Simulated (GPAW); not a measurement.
**ZnS (Wurtzite-2H): single point with TB-mBJ**

**Measured values to compare with.**

A printed reference work, monograph reports, for a bulk crystal of ZnS at 4 K: band gap 3.911 eV (direct).

The system is ZnS (Wurtzite-2H).

```
Zn S
1.0
     3.81100    0.00000    0.00000
    -1.90550    3.30042    0.00000
     0.00000    0.00000    6.23400
Zn S
2 2
Cartesian
  1.9055 1.1001 3.1170
  0.0000 2.2003 0.0000
  1.9055 1.1001 5.5171
  0.0000 2.2003 2.4001
```

| Item | Value |
| --- | --- |
| Program | GPAW 26.7.0 |
| Task | single point |
| Functional | TB-mBJ |
| Potentials or basis | GPAW PAW data sets for LDA (gpaw-data 1.2.1) |
| Cutoff | 600 eV |
| Basis | pw |
| k mesh | 6 × 6 × 3 |
| Occupations | fermi-dirac, width 0.05 eV |
| Spin | no spin polarisation |

| Quantity | Value |
| --- | --- |
| Band gap on the k mesh | 3.81 eV, direct |

Levels at points of the mesh, in eV from the valence-band top:
```tsv
k point	band 14	band 15	band 16	band 17	band 18	band 19	band 20	band 21	band 22	band 23
(0.00, 0.00, 0.00)	-0.77	-0.77	-0.02	0.00	0.00	3.81	4.30	7.16	7.16	7.43
(0.50, 0.50, 0.00)	-3.75	-2.87	-2.07	-1.38	-0.90	4.67	5.43	6.00	7.82	8.43
```

Run time: 2.3 min on 1 thread of Arm Neoverse V1 (shared host), peak memory 0.3 GiB.

Measured gap of ZnS: 3.911 eV (direct; 4 K; a printed reference work, monograph). This calculation gives 3.81 eV (-0.10 eV). The value is that of TB-mBJ, without temperature or zero-point motion.

Caveat: a model potential gives levels but no total energy.
